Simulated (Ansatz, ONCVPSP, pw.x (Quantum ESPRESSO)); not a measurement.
# La (Z = 57): does the ONCV potential hold in the solid?

La, optimised norm-conserving Vanderbilt (ONCV), made with ONCVPSP 4.0.1 (PBE, scalar-relativistic). Core [Kr] 4d10, reference 5s2 5p6 5d1 6s2. Waves: 5s+6s: rc 1.74 bohr, ncon 3, nbas 6, qcut 4.1 1/bohr, 2 projectors; 5p: rc 2.02 bohr, ncon 5, nbas 9, qcut 5.3 1/bohr, 2 projectors, debl 3.7 Ha; 5d: rc 3.12 bohr, ncon 4, nbas 8, qcut 3.7 1/bohr, 2 projectors, debl 2.3 Ha; f scattering state at 0.33 Ha: rc 2.60 bohr, ncon 4, nbas 7, qcut 3.1 1/bohr, 2 projectors, debl 1.3 Ha. Local part: polynomial inside 1.70 bohr (lpopt 5, dvloc0 3 Ha). Core correction: Teter function fitted to the true core (icmod 2), fcfact 0.75.

In the f channel the program set the typed energies aside and used -0.160, 1.140 Ha.

Atomic tests: cutoffs needed: 25 Ha and 45 Ha (the cutoffs (Ha) at which the residual kinetic energy of the hardest occupied pseudo-wave falls to 1 and 0.1 mHa per electron); ghost test: no bound ghost flagged; GHOST(+) flagged for s at 146.0 eV; largest excitation error: +1420 meV (all-electron minus pseudo) for 4f1 5s2 5p6 5d1 6s0, out of 4 test configurations.

Crystal test: sc La in pw.x 7.5, no spin, 10³ k-points, Fermi–Dirac smearing 0.01 Ry, cutoffs 105/420 Ry. The lattice is a test structure that the element need not adopt, and mesh and smearing are coarse.

pw.x input:

```
&control
  calculation='scf', prefix='x', pseudo_dir='./', outdir='./tmp', tstress=.true., disk_io='none'
/
&system
  ibrav=0, nat=1, ntyp=1, ecutwfc=105, ecutrho=420, nbnd=13,
  occupations='smearing', smearing='fd', degauss=0.01
/
&electrons
  conv_thr=1e-09, mixing_beta=0.4, electron_maxstep=70
/
ATOMIC_SPECIES
La 1.0 La.UPF
CELL_PARAMETERS angstrom
  3.33249201 0.00000000 0.00000000
  0.00000000 3.33249201 0.00000000
  0.00000000 0.00000000 3.33249201
ATOMIC_POSITIONS crystal
La 0.0000 0.0000 0.0000
K_POINTS automatic
10 10 10 0 0 0
```

```bash
pw.x < La.scf.in > La.scf.out
```

Q: How does the run end?

A: It converges; the pressure is -0.72 GPa against -0.04 GPa from all-electron LAPW. This is a poor potential for the solid. The log shows:

```
     iteration #  2     ecut=   105.00 Ry     beta= 0.40
     [... 1 repeated lines left out ...]
     total energy              =     -87.11127853 Ry
     estimated scf accuracy    <       0.00085605 Ry
     iteration #  3     ecut=   105.00 Ry     beta= 0.40
     [... 1 repeated lines left out ...]
     total energy              =     -87.11135212 Ry
     estimated scf accuracy    <       0.00003859 Ry
     iteration #  4     ecut=   105.00 Ry     beta= 0.40
     [... 7 repeated lines left out ...]
     total energy              =     -87.11136817 Ry
     estimated scf accuracy    <       0.00000205 Ry
     iteration #  5     ecut=   105.00 Ry     beta= 0.40
     [... 3 repeated lines left out ...]
     total energy              =     -87.11136844 Ry
     estimated scf accuracy    <       0.00000085 Ry
     iteration #  6     ecut=   105.00 Ry     beta= 0.40
     [... 1 repeated lines left out ...]
     total energy              =     -87.11136864 Ry
     estimated scf accuracy    <          2.7E-09 Ry
     iteration #  7     ecut=   105.00 Ry     beta= 0.40
     [... 3 repeated lines left out ...]
     total energy              =     -87.11136865 Ry
     estimated scf accuracy    <          3.7E-09 Ry
     iteration #  8     ecut=   105.00 Ry     beta= 0.40
     [... 1 repeated lines left out ...]
     the Fermi energy is    11.0655 ev
!    total energy              =     -87.11136865 Ry
     estimated scf accuracy    <          2.8E-10 Ry
     smearing contrib. (-TS)   =      -0.00934404 Ry
     The total energy is F=E-TS. E is the sum of the following terms:
     one-electron contribution =      -6.77054821 Ry
     hartree contribution      =       8.02442879 Ry
     xc contribution           =     -33.84012163 Ry
     ewald contribution        =     -54.51578357 Ry
     convergence has been achieved in   8 iterations
          total   stress  (Ry/bohr**3)                   (kbar)     P=       -7.22
     Message from routine punch:
     Nothing written, as per user request (disk_io='none')
```
